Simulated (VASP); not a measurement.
Crystal: C.

```xyz
2
Lattice="2.1304 -1.2300 -0.0056 2.1304 1.2300 -0.0056 -1.3903 0.0000 3.5707" Properties=species:S:1:pos:R:3 pbc="T T T"
C     3.5506    0.0000   -0.0092
C    -0.6802    0.0000    3.5686
```

This is a stacking variant of graphite.

Base run:

```yaml
Program: VASP 6.6.1
Functional: PBEsol
Potentials_or_basis: VASP PAW PBE potentials, release 64 (C)
Cutoff: 520 eV
k_mesh: 16 × 16 × 10
Occupations: gaussian, width 0.5 eV
Spin: no spin polarisation
```

Its results: band gap on the k mesh 0.68 eV, indirect (least direct gap 0.68 eV); pressure 0.4 GPa.

Problem. The run is repeated on the same cell with these changes: functional from PBEsol to r2SCAN; occupations from gaussian, width 0.5 eV to gaussian, width 0.02 eV. What comes out?

Solution. Band gap on the k mesh 0.73 eV, indirect (least direct gap 0.74 eV); pressure -0.7 GPa.

Caveats: the PAW data sets were made with another functional, which shifts forces and pressure a little; this functional lacks dispersion, which binds the layers, so the pressure and a relaxed spacing across them are unreliable (some runs).

A k mesh can miss the band edges.
